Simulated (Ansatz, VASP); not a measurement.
# MgO (Periclase): VASP beside Ansatz

```
CELL_PARAMETERS angstrom
0.00000 2.10850 2.10850
2.10850 0.00000 2.10850
2.10850 2.10850 0.00000
ATOMIC_POSITIONS crystal
Mg 0.00000 0.00000 0.00000
O 0.50000 0.50000 0.50000
```

Alike in both runs: task single point; functional PBEsol; k mesh 4 × 4 × 4; no spin polarisation.

```csv
,VASP,Ansatz
version,VASP 6.6.1,Ansatz 0.2.0
potentials or method,"VASP PAW PBE potentials, release 64 (Mg, O)","plane waves, PAW"
plane-wave cutoff (eV),520,530
occupations,"gaussian, width 0.01 eV",fixed
valence electrons in the cell,8,16
```

```tsv
	VASP	Ansatz	Ansatz less VASP
gap on the k mesh at the Fermi level (eV)	4.59	4.59	+0.001
```

The two sets of potentials don't hold the same shells in valence.

Caveats: the k mesh is coarse (spacing up to 0.65 Å⁻¹), so the values aren't converged. A hybrid or GW would open this gap; PBEsol tends to underestimate it.
